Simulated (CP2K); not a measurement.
# Al in CP2K: work function with PBE

Aim: the work function of Al with PBE.

Program: CP2K 2026.2. These are calculated values, not measurements. Logs are shortened: lines on timing, memory, paths and dates and some standing lists are left out, and cuts for length are marked.

### Step 1. The cell of the first run

The cell holds a slab with vacuum, 6 atoms: a = 2.827 Å, b = 2.827 Å, c = 26.482 Å, α = 90.00°, β = 90.00°, γ = 120.00°.

### Step 2. Work function, PBE (the (0 0 1) slab of Al, cut from the database cell, not relaxed)

al_workfunction.inp

```
&GLOBAL
  PROJECT al_workfunction
  RUN_TYPE ENERGY_FORCE
  PRINT_LEVEL LOW
&END GLOBAL
&FORCE_EVAL
  METHOD QS
  &DFT
    BASIS_SET_FILE_NAME BASIS_MOLOPT_UZH
    POTENTIAL_FILE_NAME POTENTIAL_UZH
    &MGRID
      CUTOFF 450
      REL_CUTOFF 60
      NGRIDS 4
    &END MGRID
    &QS
      METHOD GPW
      EPS_DEFAULT 1.0E-10
    &END QS
    &KPOINTS
      SCHEME MONKHORST-PACK 11 11 1
      GAMMA_CENTERED T
      SYMMETRY T
      SYMMETRY_BACKEND SPGLIB
    &END KPOINTS
    &SCF
      SCF_GUESS ATOMIC
      EPS_SCF 1.0E-6
      MAX_SCF 100
      ADDED_MOS 18
      CHOLESKY OFF
      EPS_EIGVAL 1.0E-7
      &DIAGONALIZATION ON
        ALGORITHM STANDARD
      &END DIAGONALIZATION
      &MIXING ON
        METHOD BROYDEN_MIXING
        ALPHA 0.2
        BETA 1.5
        NBUFFER 8
      &END MIXING
      &SMEAR ON
        METHOD FERMI_DIRAC
        ELECTRONIC_TEMPERATURE [K] 580.226
      &END SMEAR
    &END SCF
    &XC
      &XC_FUNCTIONAL PBE
      &END XC_FUNCTIONAL
    &END XC
    &PRINT
      &KPOINTS ON
      &END KPOINTS
      &MULLIKEN ON
      &END MULLIKEN
      &MO ON
        ENERGIES T
        OCCUPATION_NUMBERS T
        &EACH
          QS_SCF 0
        &END EACH
        ADD_LAST NUMERIC
      &END MO
      &LOWDIN ON
      &END LOWDIN
      &HIRSHFELD ON
        SHAPE_FUNCTION DENSITY
      &END HIRSHFELD
      &E_DENSITY_CUBE ON
        STRIDE 1
      &END E_DENSITY_CUBE
      &V_HARTREE_CUBE ON
        STRIDE 1
      &END V_HARTREE_CUBE
      &ELF_CUBE ON
        STRIDE 1
      &END ELF_CUBE
    &END PRINT
  &END DFT
  &SUBSYS
    &CELL
      ABC 2.8270770242 2.8270770242 26.4824913375
      ALPHA_BETA_GAMMA 90.0000000000 90.0000000000 120.0000000001
      PERIODIC XYZ
    &END CELL
    &COORD
      Al  1.4135385121 0.8161068568 7.5000000000
      Al  0.0000000000 0.0000000000 9.7964982675
      Al  -0.0000000000 1.6322136646 12.0929965350
      Al  0.0000000000 0.0000000000 14.3894948025
      Al  1.4135385121 0.8161068568 16.6859930700
      Al  0.0000000000 0.0000000000 18.9824913375
    &END COORD
    &KIND Al
      BASIS_SET TZVP-MOLOPT-PBE-GTH-q3
      POTENTIAL GTH-PBE-q3
    &END KIND
    &PRINT
      &ATOMIC_COORDINATES ON
      &END ATOMIC_COORDINATES
      &CELL ON
      &END CELL
      &SYMMETRY ON
      &END SYMMETRY
    &END PRINT
  &END SUBSYS
  &PRINT
    &FORCES ON
    &END FORCES
  &END PRINT
&END FORCE_EVAL
```

Potentials or basis: POTENTIAL_UZH Al GTH-PBE-q3; TZVP-MOLOPT-PBE-GTH basis.

Started as:

```sh
OMP_NUM_THREADS=1 mpirun -n 2 cp2k.psmp -i al_workfunction.inp -o al_workfunction.out
```

al_workfunction.out:

```text

 CP2K| version string:                                       CP2K version 2026.2
 CP2K| Input file name                                       al_workfunction.inp

 GLOBAL| Force Environment number                                              1
 GLOBAL| Basis set file name                                    BASIS_MOLOPT_UZH
 GLOBAL| Potential file name                                       POTENTIAL_UZH
 GLOBAL| MM Potential file name                                     MM_POTENTIAL
 GLOBAL| Coordinate file name                                      __STD_INPUT__
 GLOBAL| Method name                                                        CP2K
 GLOBAL| Project name                                            al_workfunction
 GLOBAL| Run type                                                   ENERGY_FORCE
 GLOBAL| FFT library                                                       FFTW3
 GLOBAL| Diagonalization library                                       ScaLAPACK
 GLOBAL| Cholesky decomposition library                                ScaLAPACK
 GLOBAL| DGEMM library                                                      BLAS
 GLOBAL| Direct generalized diagonalization requested                          F
 GLOBAL| Matrix multiplication library                                 ScaLAPACK
 GLOBAL| Global print level                                                  LOW
 GLOBAL| Total number of message passing processes                             2
 GLOBAL| Number of threads for this process                                    1
 GLOBAL| CPU model name                                                  UNKNOWN

 CELL| Volume [angstrom^3]:                                           183.300966
 CELL| Vector a [angstrom]:       2.827     0.000     0.000   |a| =     2.827077
 CELL| Vector b [angstrom]:      -1.414     2.448     0.000   |b| =     2.827077
 CELL| Vector c [angstrom]:       0.000     0.000    26.482   |c| =    26.482491
 CELL| Angle (b,c), alpha [degree]:                                    90.000000
 CELL| Angle (a,c), beta  [degree]:                                    90.000000
 CELL| Angle (a,b), gamma [degree]:                                   120.000000
 CELL| Numerically orthorhombic:                                              NO
 CELL| Periodicity                                                           XYZ

 CELL_REF| Volume [angstrom^3]:                                       183.300966
 CELL_REF| Vector a [angstrom     2.827     0.000     0.000   |a| =     2.827077
 CELL_REF| Vector b [angstrom    -1.414     2.448     0.000   |b| =     2.827077
 CELL_REF| Vector c [angstrom     0.000     0.000    26.482   |c| =    26.482491
 CELL_REF| Angle (b,c), alpha [degree]:                                90.000000
 CELL_REF| Angle (a,c), beta  [degree]:                                90.000000
 CELL_REF| Angle (a,b), gamma [degree]:                               120.000000
 CELL_REF| Numerically orthorhombic:                                          NO
 CELL_REF| Periodicity                                                       XYZ
[... 9 lines left out ...]
 TOTAL NUMBERS AND MAXIMUM NUMBERS

  Total number of            - Atomic kinds:                                   1
                             - Atoms:                                          6
                             - Shell sets:                                     6
                             - Shells:                                        42
                             - Primitive Cartesian functions:                 24
                             - Cartesian basis functions:                    108
                             - Spherical basis functions:                    102

  Maximum angular momentum of- Orbital basis functions:                        2
                             - Local part of the GTH pseudopotential:          0
                             - Non-local part of the GTH pseudopotential:      2

 MODULE QUICKSTEP: ATOMIC COORDINATES IN ANGSTROM

   Atom Kind Element         X             Y             Z       Z(eff)     Mass
      1    1 Al   13      1.413539      0.816107      7.500000   3.0000  26.9815
      2    1 Al   13      0.000000      0.000000      9.796498   3.0000  26.9815
      3    1 Al   13     -0.000000      1.632214     12.092997   3.0000  26.9815
      4    1 Al   13      0.000000      0.000000     14.389495   3.0000  26.9815
      5    1 Al   13      1.413539      0.816107     16.685993   3.0000  26.9815
      6    1 Al   13      0.000000      0.000000     18.982491   3.0000  26.9815

 Crystal Symmetry Information
       International Symbol:                                                P3m1
       Point Group Symbol:                                                    3m
       Schoenflies Symbol:                                                 C3v^1
       Number of Symmetry Operations:                                          6

 SCF PARAMETERS         Density guess:                                    ATOMIC
[... 56 lines left out ...]
 Number of electrons:                                                         18
 Number of occupied orbitals:                                                  9
 Number of molecular orbitals:                                                27

 Number of orbital functions:                                                102
 Number of independent orbital functions:                                    102

 SCF WAVEFUNCTION OPTIMIZATION

  Step     Update method      Time    Convergence         Total energy    Change
  ------------------------------------------------------------------------------
     1 NoMix/Diag. 0.20E+00    1.7     0.49128821       -13.2400072102 -1.32E+01
     2 Broy./Diag. 0.20E+00    2.2     0.08905407       -12.9667361183  2.73E-01
     3 Broy./Diag. 0.20E+00    2.2     0.10430694       -12.8352485011  1.31E-01
     4 Broy./Diag. 0.20E+00    2.2     0.04220981       -12.6549423237  1.80E-01
     5 Broy./Diag. 0.20E+00    2.2     0.04003397       -12.4348654613  2.20E-01
     6 Broy./Diag. 0.20E+00    2.2     0.00534303       -12.4296734432  5.19E-03
     7 Broy./Diag. 0.20E+00    2.2     0.01041152       -12.3869363696  4.27E-02
     8 Broy./Diag. 0.20E+00    2.2     0.00319784       -12.3849004581  2.04E-03
     9 Broy./Diag. 0.20E+00    2.2     0.00468986       -12.3951239418 -1.02E-02
    10 Broy./Diag. 0.20E+00    2.2     0.00224760       -12.3970443718 -1.92E-03
    11 Broy./Diag. 0.20E+00    2.2     0.00239258       -12.4014792510 -4.43E-03
[... 10 lines left out ...]
    22 Broy./Diag. 0.20E+00    2.3     0.00005101       -12.4031827090 -1.50E-04
    23 Broy./Diag. 0.20E+00    2.2     0.00000826       -12.4032441423 -6.14E-05
    24 Broy./Diag. 0.20E+00    2.2     0.00001802       -12.4032405344  3.61E-06
    25 Broy./Diag. 0.20E+00    2.2     0.00000558       -12.4032240066  1.65E-05
    26 Broy./Diag. 0.20E+00    2.2     0.00000422       -12.4032107107  1.33E-05
    27 Broy./Diag. 0.20E+00    2.2     0.00000228       -12.4032083783  2.33E-06
    28 Broy./Diag. 0.20E+00    2.2     0.00000246       -12.4032098464 -1.47E-06
    29 Broy./Diag. 0.20E+00    2.3     0.00000109       -12.4032106554 -8.09E-07
    30 Broy./Diag. 0.20E+00    2.3     0.00000162       -12.4032108584 -2.03E-07
    31 Broy./Diag. 0.20E+00    2.3     0.00000026       -12.4032113868 -5.28E-07

  *** SCF run converged in    31 steps ***

  Electronic density on regular grids:        -17.9999999990        0.0000000010
  Core density on regular grids:               17.9999999952       -0.0000000048
  Total charge density on r-space grids:       -0.0000000038
  Total charge density g-space grids:          -0.0000000038

  Overlap energy of the core charge distribution:               0.00000000000000
  Self energy of the core charge distribution:                -33.85064451081530
  Core Hamiltonian energy:                                      7.05979929319018
  Hartree energy:                                              19.18181912152532
  Exchange-correlation energy:                                 -4.79303268088394
  Electronic entropic energy:                                  -0.00115260984128
  Fermi energy:                                                 0.06592412777047

  Total energy:                                               -12.40321138680034
  Total energy (extrapolated to T->0):                        -12.40263508187970

 MO| EIGENVALUES AND OCCUPATION NUMBERS FOR K POINT 1
 MO|
 MO|  Index      Eigenvalue [a.u.]        Eigenvalue [eV]             Occupation
 MO|      1              -0.119709              -3.257460               2.000000
 MO|      2              -0.116681              -3.175059               2.000000
 MO|      3              -0.101981              -2.775051               2.000000
 MO|      4              -0.099380              -2.704266               2.000000
 MO|      5              -0.072481              -1.972309               2.000000
 MO|      6              -0.070859              -1.928185               2.000000
[... 250 lines left out ...]
 MO|     26               0.435986              11.863776               0.000000
 MO|     27               0.460337              12.526406               0.000000
 MO| Sum:                                                              19.484951
 MO| E(Fermi):            0.065924 a.u.          1.793887 eV

 The electron density is written in Cube    file format to the file:

 al_workfunction-ELECTRON_DENSITY-1_0.cube

 !-----------------------------------------------------------------------------!
                     Mulliken Population Analysis

 #  Atom  Element  Kind  Atomic population                           Net charge
       1     Al       1          2.997164                              0.002836
       2     Al       1          2.996604                              0.003396
       3     Al       1          3.022935                             -0.022935
       4     Al       1          2.958829                              0.041171
       5     Al       1          3.039101                             -0.039101
       6     Al       1          2.985367                              0.014633
 # Total charge                             18.000000                  0.000000

 !-----------------------------------------------------------------------------!

 !-----------------------------------------------------------------------------!
                           Hirshfeld Charges

  #Atom  Element  Kind  Ref Charge     Population                    Net charge
      1       Al     1       3.000          2.995                         0.005
      2       Al     1       3.000          3.003                        -0.003
      3       Al     1       3.000          3.005                        -0.005
      4       Al     1       3.000          2.997                         0.003
      5       Al     1       3.000          3.008                        -0.008
      6       Al     1       3.000          2.993                         0.007

  Total Charge                                                           -0.000
 !-----------------------------------------------------------------------------!

 LOWDIN POPULATION ANALYSIS

 #  Atom  Element  Kind  Atomic population                           Net charge
       1     Al       1          2.930015                              0.069985
       2     Al       1          3.061487                             -0.061487
       3     Al       1          3.012230                             -0.012230
       4     Al       1          2.999901                              0.000099
       5     Al       1          3.069856                             -0.069856
       6     Al       1          2.926511                              0.073489
 # Total charge                             18.000000                 -0.000000

               ----- ELF is computed on the real space grid -----

 ELF is written in Cube    file format to the file:

 al_workfunction-ELF_S1-1_0.cube

 ENERGY| Total FORCE_EVAL ( QS ) energy [hartree]            -12.403211478083858

 FORCES| Atomic forces [hartree/bohr]
 FORCES|   Atom     x               y               z               |f|
 FORCES|      1  9.99757551E-10  1.59751794E-08 -2.58822644E-03   2.58822644E-03
 FORCES|      2 -2.68814112E-09  7.24251634E-09 -1.04049369E-03   1.04049369E-03
 FORCES|      3  1.61739932E-09 -5.26517722E-08 -3.53520838E-04   3.53520842E-04
 FORCES|      4 -3.59248564E-09 -5.93710472E-09  3.85516611E-04   3.85516611E-04
 FORCES|      5 -6.18970369E-11  3.97744095E-08 -5.29740030E-04   5.29740032E-04
 FORCES|      6  3.73605531E-09 -4.40935053E-09  4.12637820E-03   4.12637820E-03
 FORCES| Sum     1.06883862E-11 -6.12217146E-12 -8.61880347E-08
 FORCES| Total atomic force                                       8.61880356E-08
```

It took 80 s on 2 MPI ranks of Arm Neoverse V1, shared host.

What came out:

* Free energy: -337.5085 eV
* Largest force: 0.212 eV/Å
* Band gap on the k mesh: none (metal or under the smearing width)
* Work function: 4.36 eV
* Work function of the upper face: 4.36 eV
* Work function of the lower face: 4.36 eV

Forces on the atoms (eV/Å):
```
Al   0.000  0.000 -0.133
Al   0.000  0.000 -0.054
Al   0.000  0.000 -0.018
Al   0.000  0.000  0.020
Al   0.000  0.000 -0.027
Al   0.000  0.000  0.212
```

Caveat: the basis of atomic orbitals isn't converged, which shifts pressures, moduli and gaps.
